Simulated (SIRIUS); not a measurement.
# W (Fm-3m) in SIRIUS: reference runs, part 2 of 3

SIRIUS 7.12.0. The steps go on from the part before.

## (4) Equation of state, PBE, 16.06 Å³/atom (volume scaled by 0.96)

sirius.json reads:

```json
{
  "control": {
    "processing_unit": "cpu",
    "std_evp_solver_name": "lapack",
    "gen_evp_solver_name": "lapack",
    "verbosity": 2,
    "print_forces": false,
    "ortho_rf": true,
    "use_second_variation": true,
    "rmt_max": 3.0,
    "num_bands_to_print": 22,
    "save_wf": true
  },
  "parameters": {
    "electronic_structure_method": "full_potential_lapwlo",
    "xc_functionals": ["XC_GGA_X_PBE", "XC_GGA_C_PBE"],
    "core_relativity": "dirac",
    "valence_relativity": "iora",
    "num_fv_states": 22,
    "smearing": "fermi_dirac",
    "smearing_width": 0.0018374661,
    "pw_cutoff": 20,
    "gk_cutoff": 3.52,
    "lmax_apw": 11,
    "lmax_rho": 8,
    "lmax_pot": 8,
    "num_mag_dims": 0,
    "auto_rmt": 0,
    "ngridk": [11, 11, 11],
    "shiftk": [0, 0, 0],
    "num_dft_iter": 80,
    "energy_tol": 1e-07,
    "density_tol": 1e-05,
    "use_symmetry": true
  },
  "settings": {"tol_ne": 1e-10},
  "iterative_solver": {"type": "exact"},
  "mixer": {"type": "anderson", "beta": 0.5, "max_history": 8},
  "unit_cell": {
    "lattice_vectors": [[0.0, 3.7842978933, 3.7842978933], [3.7842978933, 0.0, 3.7842978933], [3.7842978933, 3.7842978933, 0.0]],
    "atom_types": ["W"],
    "atom_files": {"W": "W.json"},
    "atoms": {"W": [[0.0, 0.0, 0.0]]}
  }
}
```

W.json reads:

```json
{
  "name": "tungsten",
  "symbol": "W",
  "number": 74,
  "mass": 183.84,
  "rmin": 1e-06,
  "rmt": 2.61,
  "nrmt": 800,
  "rinf": 14.93,
  "core": "1s2s2p3s3p3d4s4p4d",
  "valence": [
    {"basis": [{"enu": 0.26, "dme": 0, "n": 0, "auto": 0}, {"enu": 0.26, "dme": 1, "n": 0, "auto": 0}]},
    {"l": 0, "n": 1, "basis": [{"enu": 0.36, "dme": 0, "n": 0, "auto": 0}]},
    {"l": 1, "n": 2, "basis": [{"enu": 0.36, "dme": 0, "n": 0, "auto": 0}]},
    {"l": 2, "n": 3, "basis": [{"enu": 0.36, "dme": 0, "n": 0, "auto": 0}]},
    {"l": 3, "n": 4, "basis": [{"enu": 0.36, "dme": 0, "n": 0, "auto": 0}]},
    {"l": 4, "n": 5, "basis": [{"enu": 0.36, "dme": 0, "n": 0, "auto": 0}]}
  ],
  "lo": [
    {"l": 0, "basis": [{"enu": 0.36, "dme": 0, "n": 0, "auto": 0}, {"enu": 0.36, "dme": 1, "n": 0, "auto": 0}]},
    {
      "l": 0,
      "basis": [{"enu": -2.3675, "dme": 0, "n": 5, "auto": 1}, {"enu": -2.3675, "dme": 1, "n": 5, "auto": 1}]
    },
    {
      "l": 0,
      "basis": [{"enu": -2.3675, "dme": 1, "n": 5, "auto": 1}, {"enu": 0.36, "dme": 0, "n": 0, "auto": 0}]
    },
    {"l": 0, "basis": [{"enu": 0.36, "dme": 0, "n": 0, "auto": 0}, {"enu": 2.7088, "dme": 0, "n": 0, "auto": 0}]},
    {"l": 1, "basis": [{"enu": 0.36, "dme": 0, "n": 0, "auto": 0}, {"enu": 0.36, "dme": 1, "n": 0, "auto": 0}]},
    {
      "l": 1,
      "basis": [{"enu": -1.0574, "dme": 0, "n": 5, "auto": 1}, {"enu": -1.0574, "dme": 1, "n": 5, "auto": 1}]
    },
    {
      "l": 1,
      "basis": [{"enu": -1.0574, "dme": 1, "n": 5, "auto": 1}, {"enu": 0.36, "dme": 0, "n": 0, "auto": 0}]
    },
    {"l": 1, "basis": [{"enu": 0.36, "dme": 0, "n": 0, "auto": 0}, {"enu": 3.0611, "dme": 0, "n": 0, "auto": 0}]},
    {"l": 2, "basis": [{"enu": 0.36, "dme": 0, "n": 0, "auto": 0}, {"enu": 0.36, "dme": 1, "n": 0, "auto": 0}]},
    {"l": 2, "basis": [{"enu": 0.36, "dme": 1, "n": 0, "auto": 0}, {"enu": 0.36, "dme": 2, "n": 0, "auto": 0}]},
    {"l": 2, "basis": [{"enu": 0.36, "dme": 0, "n": 0, "auto": 0}, {"enu": 2.65, "dme": 0, "n": 0, "auto": 0}]},
    {"l": 3, "basis": [{"enu": 0.36, "dme": 0, "n": 0, "auto": 0}, {"enu": 0.36, "dme": 1, "n": 0, "auto": 0}]},
    {
      "l": 3,
      "basis": [{"enu": -0.7062, "dme": 0, "n": 4, "auto": 1}, {"enu": -0.7062, "dme": 1, "n": 4, "auto": 1}]
    },
    {
      "l": 3,
      "basis": [{"enu": -0.7062, "dme": 1, "n": 4, "auto": 1}, {"enu": 0.36, "dme": 0, "n": 0, "auto": 0}]
    },
    {"l": 3, "basis": [{"enu": 0.36, "dme": 0, "n": 0, "auto": 0}, {"enu": 3.7657, "dme": 0, "n": 0, "auto": 0}]},
    {"l": 4, "basis": [{"enu": 0.36, "dme": 0, "n": 0, "auto": 0}, {"enu": 0.36, "dme": 1, "n": 0, "auto": 0}]},
    {"l": 4, "basis": [{"enu": 0.36, "dme": 0, "n": 0, "auto": 0}, {"enu": 3.1785, "dme": 0, "n": 0, "auto": 0}]}
  ],
  "free_atom": [... radial grid and density of the free atom, the start of the SCF ...]
}
```

sirius_start.json reads:

```json
{
  "control": {
    "processing_unit": "cpu",
    "std_evp_solver_name": "lapack",
    "gen_evp_solver_name": "lapack",
    "verbosity": 1,
    "print_forces": false,
    "ortho_rf": true,
    "use_second_variation": true,
    "rmt_max": 3.0,
    "num_bands_to_print": 22,
    "save_wf": false
  },
  "parameters": {
    "electronic_structure_method": "full_potential_lapwlo",
    "xc_functionals": ["XC_LDA_X", "XC_LDA_C_PW"],
    "core_relativity": "dirac",
    "valence_relativity": "iora",
    "num_fv_states": 22,
    "smearing": "fermi_dirac",
    "smearing_width": 0.0055123983,
    "pw_cutoff": 20,
    "gk_cutoff": 2.82,
    "lmax_apw": 11,
    "lmax_rho": 8,
    "lmax_pot": 8,
    "num_mag_dims": 0,
    "auto_rmt": 0,
    "ngridk": [4, 4, 4],
    "shiftk": [0, 0, 0],
    "num_dft_iter": 30,
    "energy_tol": 0.01,
    "density_tol": 0.05,
    "use_symmetry": true
  },
  "settings": {"tol_ne": 1e-10},
  "iterative_solver": {"type": "exact"},
  "mixer": {"type": "anderson", "beta": 0.5, "max_history": 8},
  "unit_cell": {
    "lattice_vectors": [[0.0, 3.7842978933, 3.7842978933], [3.7842978933, 0.0, 3.7842978933], [3.7842978933, 3.7842978933, 0.0]],
    "atom_types": ["W"],
    "atom_files": {"W": "W.json"},
    "atoms": {"W": [[0.0, 0.0, 0.0]]}
  }
}
```

Run with:

```
$ OMP_NUM_THREADS=1 sirius.scf --input=sirius_start.json --output=start.json
$ OMP_NUM_THREADS=1 sirius.scf --input=sirius.json --output=output.json --task=1
```

Run time: 34 s. Hardware: 1 thread of Arm Neoverse V2, shared host; peak memory 0.33 GiB.

The run converged. Its results:

```
Free energy                                       : -439902.5705 eV
Band gap on the k mesh                            : none (metal or under the smearing width)
All electrons inside the program's atomic spheres : W 72.52 (radii W 2.61 bohr)
```

## (5) Equation of state, PBE, 16.40 Å³/atom (volume scaled by 0.98)

Edit sirius.json of step 4 so:

```diff
@@ -39,3 +39,3 @@
   "unit_cell": {
-    "lattice_vectors": [[0.0, 3.7842978933, 3.7842978933], [3.7842978933, 0.0, 3.7842978933], [3.7842978933, 3.7842978933, 0.0]],
+    "lattice_vectors": [[0.0, 3.8103973241, 3.8103973241], [3.8103973241, 0.0, 3.8103973241], [3.8103973241, 3.8103973241, 0.0]],
     "atom_types": ["W"],
```

W.json reads:

```json
{
  "name": "tungsten",
  "symbol": "W",
  "number": 74,
  "mass": 183.84,
  "rmin": 1e-06,
  "rmt": 2.61,
  "nrmt": 800,
  "rinf": 14.93,
  "core": "1s2s2p3s3p3d4s4p4d",
  "valence": [
    {"basis": [{"enu": 0.25, "dme": 0, "n": 0, "auto": 0}, {"enu": 0.25, "dme": 1, "n": 0, "auto": 0}]},
    {"l": 0, "n": 1, "basis": [{"enu": 0.35, "dme": 0, "n": 0, "auto": 0}]},
    {"l": 1, "n": 2, "basis": [{"enu": 0.35, "dme": 0, "n": 0, "auto": 0}]},
    {"l": 2, "n": 3, "basis": [{"enu": 0.35, "dme": 0, "n": 0, "auto": 0}]},
    {"l": 3, "n": 4, "basis": [{"enu": 0.35, "dme": 0, "n": 0, "auto": 0}]},
    {"l": 4, "n": 5, "basis": [{"enu": 0.35, "dme": 0, "n": 0, "auto": 0}]}
  ],
  "lo": [
    {"l": 0, "basis": [{"enu": 0.35, "dme": 0, "n": 0, "auto": 0}, {"enu": 0.35, "dme": 1, "n": 0, "auto": 0}]},
    {
      "l": 0,
      "basis": [{"enu": -2.3775, "dme": 0, "n": 5, "auto": 1}, {"enu": -2.3775, "dme": 1, "n": 5, "auto": 1}]
    },
    {
      "l": 0,
      "basis": [{"enu": -2.3775, "dme": 1, "n": 5, "auto": 1}, {"enu": 0.35, "dme": 0, "n": 0, "auto": 0}]
    },
    {"l": 0, "basis": [{"enu": 0.35, "dme": 0, "n": 0, "auto": 0}, {"enu": 2.6988, "dme": 0, "n": 0, "auto": 0}]},
    {"l": 1, "basis": [{"enu": 0.35, "dme": 0, "n": 0, "auto": 0}, {"enu": 0.35, "dme": 1, "n": 0, "auto": 0}]},
    {
      "l": 1,
      "basis": [{"enu": -1.0674, "dme": 0, "n": 5, "auto": 1}, {"enu": -1.0674, "dme": 1, "n": 5, "auto": 1}]
    },
    {
      "l": 1,
      "basis": [{"enu": -1.0674, "dme": 1, "n": 5, "auto": 1}, {"enu": 0.35, "dme": 0, "n": 0, "auto": 0}]
    },
    {"l": 1, "basis": [{"enu": 0.35, "dme": 0, "n": 0, "auto": 0}, {"enu": 3.0511, "dme": 0, "n": 0, "auto": 0}]},
    {"l": 2, "basis": [{"enu": 0.35, "dme": 0, "n": 0, "auto": 0}, {"enu": 0.35, "dme": 1, "n": 0, "auto": 0}]},
    {"l": 2, "basis": [{"enu": 0.35, "dme": 1, "n": 0, "auto": 0}, {"enu": 0.35, "dme": 2, "n": 0, "auto": 0}]},
    {"l": 2, "basis": [{"enu": 0.35, "dme": 0, "n": 0, "auto": 0}, {"enu": 2.64, "dme": 0, "n": 0, "auto": 0}]},
    {"l": 3, "basis": [{"enu": 0.35, "dme": 0, "n": 0, "auto": 0}, {"enu": 0.35, "dme": 1, "n": 0, "auto": 0}]},
    {
      "l": 3,
      "basis": [{"enu": -0.7162, "dme": 0, "n": 4, "auto": 1}, {"enu": -0.7162, "dme": 1, "n": 4, "auto": 1}]
    },
    {
      "l": 3,
      "basis": [{"enu": -0.7162, "dme": 1, "n": 4, "auto": 1}, {"enu": 0.35, "dme": 0, "n": 0, "auto": 0}]
    },
    {"l": 3, "basis": [{"enu": 0.35, "dme": 0, "n": 0, "auto": 0}, {"enu": 3.7557, "dme": 0, "n": 0, "auto": 0}]},
    {"l": 4, "basis": [{"enu": 0.35, "dme": 0, "n": 0, "auto": 0}, {"enu": 0.35, "dme": 1, "n": 0, "auto": 0}]},
    {"l": 4, "basis": [{"enu": 0.35, "dme": 0, "n": 0, "auto": 0}, {"enu": 3.1685, "dme": 0, "n": 0, "auto": 0}]}
  ],
  "free_atom": [... radial grid and density of the free atom, the start of the SCF ...]
}
```

Edit sirius_start.json of step 4 so:

```diff
@@ -39,3 +39,3 @@
   "unit_cell": {
-    "lattice_vectors": [[0.0, 3.7842978933, 3.7842978933], [3.7842978933, 0.0, 3.7842978933], [3.7842978933, 3.7842978933, 0.0]],
+    "lattice_vectors": [[0.0, 3.8103973241, 3.8103973241], [3.8103973241, 0.0, 3.8103973241], [3.8103973241, 3.8103973241, 0.0]],
     "atom_types": ["W"],
```

Run with:

```
$ OMP_NUM_THREADS=1 sirius.scf --input=sirius_start.json --output=start.json
$ OMP_NUM_THREADS=1 sirius.scf --input=sirius.json --output=output.json --task=1
```

Wall time 34 s (1 thread of Arm Neoverse V2, shared host); peak memory 0.33 GiB.

Results (log left out):

```
Free energy                                       : -439902.5791 eV
Band gap on the k mesh                            : none (metal or under the smearing width)
All electrons inside the program's atomic spheres : W 72.46 (radii W 2.61 bohr)
```

## (6) Equation of state, PBE, 17.07 Å³/atom (volume scaled by 1.02)

Edit sirius.json of step 5 so:

```diff
@@ -39,3 +39,3 @@
   "unit_cell": {
-    "lattice_vectors": [[0.0, 3.8103973241, 3.8103973241], [3.8103973241, 0.0, 3.8103973241], [3.8103973241, 3.8103973241, 0.0]],
+    "lattice_vectors": [[0.0, 3.8615497007, 3.8615497007], [3.8615497007, 0.0, 3.8615497007], [3.8615497007, 3.8615497007, 0.0]],
     "atom_types": ["W"],
```

W.json reads:

```json
{
  "name": "tungsten",
  "symbol": "W",
  "number": 74,
  "mass": 183.84,
  "rmin": 1e-06,
  "rmt": 2.61,
  "nrmt": 800,
  "rinf": 14.93,
  "core": "1s2s2p3s3p3d4s4p4d",
  "valence": [
    {"basis": [{"enu": 0.23, "dme": 0, "n": 0, "auto": 0}, {"enu": 0.23, "dme": 1, "n": 0, "auto": 0}]},
    {"l": 0, "n": 1, "basis": [{"enu": 0.33, "dme": 0, "n": 0, "auto": 0}]},
    {"l": 1, "n": 2, "basis": [{"enu": 0.33, "dme": 0, "n": 0, "auto": 0}]},
    {"l": 2, "n": 3, "basis": [{"enu": 0.33, "dme": 0, "n": 0, "auto": 0}]},
    {"l": 3, "n": 4, "basis": [{"enu": 0.33, "dme": 0, "n": 0, "auto": 0}]},
    {"l": 4, "n": 5, "basis": [{"enu": 0.33, "dme": 0, "n": 0, "auto": 0}]}
  ],
  "lo": [
    {"l": 0, "basis": [{"enu": 0.33, "dme": 0, "n": 0, "auto": 0}, {"enu": 0.33, "dme": 1, "n": 0, "auto": 0}]},
    {
      "l": 0,
      "basis": [{"enu": -2.3975, "dme": 0, "n": 5, "auto": 1}, {"enu": -2.3975, "dme": 1, "n": 5, "auto": 1}]
    },
    {
      "l": 0,
      "basis": [{"enu": -2.3975, "dme": 1, "n": 5, "auto": 1}, {"enu": 0.33, "dme": 0, "n": 0, "auto": 0}]
    },
    {"l": 0, "basis": [{"enu": 0.33, "dme": 0, "n": 0, "auto": 0}, {"enu": 2.6788, "dme": 0, "n": 0, "auto": 0}]},
    {"l": 1, "basis": [{"enu": 0.33, "dme": 0, "n": 0, "auto": 0}, {"enu": 0.33, "dme": 1, "n": 0, "auto": 0}]},
    {
      "l": 1,
      "basis": [{"enu": -1.0874, "dme": 0, "n": 5, "auto": 1}, {"enu": -1.0874, "dme": 1, "n": 5, "auto": 1}]
    },
    {
      "l": 1,
      "basis": [{"enu": -1.0874, "dme": 1, "n": 5, "auto": 1}, {"enu": 0.33, "dme": 0, "n": 0, "auto": 0}]
    },
    {"l": 1, "basis": [{"enu": 0.33, "dme": 0, "n": 0, "auto": 0}, {"enu": 3.0311, "dme": 0, "n": 0, "auto": 0}]},
    {"l": 2, "basis": [{"enu": 0.33, "dme": 0, "n": 0, "auto": 0}, {"enu": 0.33, "dme": 1, "n": 0, "auto": 0}]},
    {"l": 2, "basis": [{"enu": 0.33, "dme": 1, "n": 0, "auto": 0}, {"enu": 0.33, "dme": 2, "n": 0, "auto": 0}]},
    {"l": 2, "basis": [{"enu": 0.33, "dme": 0, "n": 0, "auto": 0}, {"enu": 2.62, "dme": 0, "n": 0, "auto": 0}]},
    {"l": 3, "basis": [{"enu": 0.33, "dme": 0, "n": 0, "auto": 0}, {"enu": 0.33, "dme": 1, "n": 0, "auto": 0}]},
    {
      "l": 3,
      "basis": [{"enu": -0.7362, "dme": 0, "n": 4, "auto": 1}, {"enu": -0.7362, "dme": 1, "n": 4, "auto": 1}]
    },
    {
      "l": 3,
      "basis": [{"enu": -0.7362, "dme": 1, "n": 4, "auto": 1}, {"enu": 0.33, "dme": 0, "n": 0, "auto": 0}]
    },
    {"l": 3, "basis": [{"enu": 0.33, "dme": 0, "n": 0, "auto": 0}, {"enu": 3.7357, "dme": 0, "n": 0, "auto": 0}]},
    {"l": 4, "basis": [{"enu": 0.33, "dme": 0, "n": 0, "auto": 0}, {"enu": 0.33, "dme": 1, "n": 0, "auto": 0}]},
    {"l": 4, "basis": [{"enu": 0.33, "dme": 0, "n": 0, "auto": 0}, {"enu": 3.1485, "dme": 0, "n": 0, "auto": 0}]}
  ],
  "free_atom": [... radial grid and density of the free atom, the start of the SCF ...]
}
```

Edit sirius_start.json of step 5 so:

```diff
@@ -39,3 +39,3 @@
   "unit_cell": {
-    "lattice_vectors": [[0.0, 3.8103973241, 3.8103973241], [3.8103973241, 0.0, 3.8103973241], [3.8103973241, 3.8103973241, 0.0]],
+    "lattice_vectors": [[0.0, 3.8615497007, 3.8615497007], [3.8615497007, 0.0, 3.8615497007], [3.8615497007, 3.8615497007, 0.0]],
     "atom_types": ["W"],
```

Potentials or basis: all-electron FP-LAPW, apw+lo standard.

Run with:

```
$ OMP_NUM_THREADS=1 sirius.scf --input=sirius_start.json --output=start.json
$ OMP_NUM_THREADS=1 sirius.scf --input=sirius.json --output=output.json --task=1
```

Wall time 34 s (1 thread of Arm Neoverse V2, shared host); peak memory 0.34 GiB.

Results (log left out):

```yaml
Free_energy: -439902.5597 eV
Band_gap_on_the_k_mesh: none (metal or under the smearing width)
All_electrons_inside_the_program's_atomic_spheres: W 72.35 (radii W 2.61 bohr)
```

## (7) Equation of state, PBE, 17.40 Å³/atom (volume scaled by 1.04)

Edit sirius.json of step 6 so:

```diff
@@ -39,3 +39,3 @@
   "unit_cell": {
-    "lattice_vectors": [[0.0, 3.8615497007, 3.8615497007], [3.8615497007, 0.0, 3.8615497007], [3.8615497007, 3.8615497007, 0.0]],
+    "lattice_vectors": [[0.0, 3.8866254015, 3.8866254015], [3.8866254015, 0.0, 3.8866254015], [3.8866254015, 3.8866254015, 0.0]],
     "atom_types": ["W"],
```

W.json reads:

```json
{
  "name": "tungsten",
  "symbol": "W",
  "number": 74,
  "mass": 183.84,
  "rmin": 1e-06,
  "rmt": 2.61,
  "nrmt": 800,
  "rinf": 14.93,
  "core": "1s2s2p3s3p3d4s4p4d",
  "valence": [
    {"basis": [{"enu": 0.22, "dme": 0, "n": 0, "auto": 0}, {"enu": 0.22, "dme": 1, "n": 0, "auto": 0}]},
    {"l": 0, "n": 1, "basis": [{"enu": 0.32, "dme": 0, "n": 0, "auto": 0}]},
    {"l": 1, "n": 2, "basis": [{"enu": 0.32, "dme": 0, "n": 0, "auto": 0}]},
    {"l": 2, "n": 3, "basis": [{"enu": 0.32, "dme": 0, "n": 0, "auto": 0}]},
    {"l": 3, "n": 4, "basis": [{"enu": 0.32, "dme": 0, "n": 0, "auto": 0}]},
    {"l": 4, "n": 5, "basis": [{"enu": 0.32, "dme": 0, "n": 0, "auto": 0}]}
  ],
  "lo": [
    {"l": 0, "basis": [{"enu": 0.32, "dme": 0, "n": 0, "auto": 0}, {"enu": 0.32, "dme": 1, "n": 0, "auto": 0}]},
    {
      "l": 0,
      "basis": [{"enu": -2.4075, "dme": 0, "n": 5, "auto": 1}, {"enu": -2.4075, "dme": 1, "n": 5, "auto": 1}]
    },
    {
      "l": 0,
      "basis": [{"enu": -2.4075, "dme": 1, "n": 5, "auto": 1}, {"enu": 0.32, "dme": 0, "n": 0, "auto": 0}]
    },
    {"l": 0, "basis": [{"enu": 0.32, "dme": 0, "n": 0, "auto": 0}, {"enu": 2.6688, "dme": 0, "n": 0, "auto": 0}]},
    {"l": 1, "basis": [{"enu": 0.32, "dme": 0, "n": 0, "auto": 0}, {"enu": 0.32, "dme": 1, "n": 0, "auto": 0}]},
    {
      "l": 1,
      "basis": [{"enu": -1.0974, "dme": 0, "n": 5, "auto": 1}, {"enu": -1.0974, "dme": 1, "n": 5, "auto": 1}]
    },
    {
      "l": 1,
      "basis": [{"enu": -1.0974, "dme": 1, "n": 5, "auto": 1}, {"enu": 0.32, "dme": 0, "n": 0, "auto": 0}]
    },
    {"l": 1, "basis": [{"enu": 0.32, "dme": 0, "n": 0, "auto": 0}, {"enu": 3.0211, "dme": 0, "n": 0, "auto": 0}]},
    {"l": 2, "basis": [{"enu": 0.32, "dme": 0, "n": 0, "auto": 0}, {"enu": 0.32, "dme": 1, "n": 0, "auto": 0}]},
    {"l": 2, "basis": [{"enu": 0.32, "dme": 1, "n": 0, "auto": 0}, {"enu": 0.32, "dme": 2, "n": 0, "auto": 0}]},
    {"l": 2, "basis": [{"enu": 0.32, "dme": 0, "n": 0, "auto": 0}, {"enu": 2.61, "dme": 0, "n": 0, "auto": 0}]},
    {"l": 3, "basis": [{"enu": 0.32, "dme": 0, "n": 0, "auto": 0}, {"enu": 0.32, "dme": 1, "n": 0, "auto": 0}]},
    {
      "l": 3,
      "basis": [{"enu": -0.7462, "dme": 0, "n": 4, "auto": 1}, {"enu": -0.7462, "dme": 1, "n": 4, "auto": 1}]
    },
    {
      "l": 3,
      "basis": [{"enu": -0.7462, "dme": 1, "n": 4, "auto": 1}, {"enu": 0.32, "dme": 0, "n": 0, "auto": 0}]
    },
    {"l": 3, "basis": [{"enu": 0.32, "dme": 0, "n": 0, "auto": 0}, {"enu": 3.7257, "dme": 0, "n": 0, "auto": 0}]},
    {"l": 4, "basis": [{"enu": 0.32, "dme": 0, "n": 0, "auto": 0}, {"enu": 0.32, "dme": 1, "n": 0, "auto": 0}]},
    {"l": 4, "basis": [{"enu": 0.32, "dme": 0, "n": 0, "auto": 0}, {"enu": 3.1385, "dme": 0, "n": 0, "auto": 0}]}
  ],
  "free_atom": [... radial grid and density of the free atom, the start of the SCF ...]
}
```

Edit sirius_start.json of step 6 so:

```diff
@@ -39,3 +39,3 @@
   "unit_cell": {
-    "lattice_vectors": [[0.0, 3.8615497007, 3.8615497007], [3.8615497007, 0.0, 3.8615497007], [3.8615497007, 3.8615497007, 0.0]],
+    "lattice_vectors": [[0.0, 3.8866254015, 3.8866254015], [3.8866254015, 0.0, 3.8866254015], [3.8866254015, 3.8866254015, 0.0]],
     "atom_types": ["W"],
```

Run with:

```
$ OMP_NUM_THREADS=1 sirius.scf --input=sirius_start.json --output=start.json
$ OMP_NUM_THREADS=1 sirius.scf --input=sirius.json --output=output.json --task=1
```

It took 34 s on 1 thread of Arm Neoverse V2, shared host; peak memory 0.34 GiB.

It converged, with:

```yaml
Free_energy: -439902.5341 eV
Band_gap_on_the_k_mesh: none (metal or under the smearing width)
All_electrons_inside_the_program's_atomic_spheres: W 72.30 (radii W 2.61 bohr)
```

(Continued in part 3 of 3.)
